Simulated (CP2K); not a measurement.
The system is CdS (Hawleyite).

```xyz
2
Lattice="4.1246 0.0000 0.0000 2.0623 3.5720 0.0000 2.0623 1.1907 3.3677" Properties=species:S:1:pos:R:3 pbc="T T T"
Cd    0.0000    0.0000    0.0000
S     6.1868    3.5720    2.5258
```

Program: CP2K 2026.2. Alike in all runs: no spin polarisation; cell as given.

Task: Order these runs on this cell by their band gap on the k mesh, lowest first.
A. level r2SCAN; potentials or basis POTENTIAL_UZH Cd GTH-SCAN-q12, S GTH-SCAN-q6; DZVP-MOLOPT-SR-GTH basis; k mesh 6 × 6 × 6; smearing fermi-dirac 0.0259 eV; EPS_DEFAULT 1.0E-9; NGRIDS 5; CUTOFF of the grids 675 Ry
B. level RPBE; potentials or basis POTENTIAL_UZH Cd GTH-PBE-q12, S GTH-PBE-q6; TZVP-MOLOPT-PBE-GTH basis; k mesh 8 × 8 × 8; smearing gaussian 0.05 eV; EPS_DEFAULT 1.0E-10; NGRIDS 5; CUTOFF of the grids 450 Ry
C. level LDA; potentials or basis GTH_POTENTIALS Cd GTH-PBE-q12, S GTH-PBE-q6; DZVP-MOLOPT-SR-GTH basis; k mesh 8 × 8 × 8; smearing fermi-dirac 0.05 eV; EPS_DEFAULT 1.0E-9; NGRIDS 4; CUTOFF of the grids 450 Ry; points a segment of the path (NPOINTS) 10; bands added on the path 4
D. level PBE; potentials or basis GTH_POTENTIALS Cd GTH-PBE-q12, S GTH-PBE-q6; DZVP-MOLOPT-SR-GTH basis; k mesh 8 × 8 × 8; smearing fermi-dirac 0.05 eV; EPS_DEFAULT 1.0E-9; NGRIDS 4; CUTOFF of the grids 450 Ry; points a segment of the path (NPOINTS) 10; bands added on the path 4

Result: C (0.83 eV), D (1.12 eV), B (1.30 eV), A (1.47 eV).

Caveats: the basis of atomic orbitals isn't converged, which shifts pressures, moduli and gaps.

A k mesh can miss the band edges.

Not every run made on this cell is shown here.
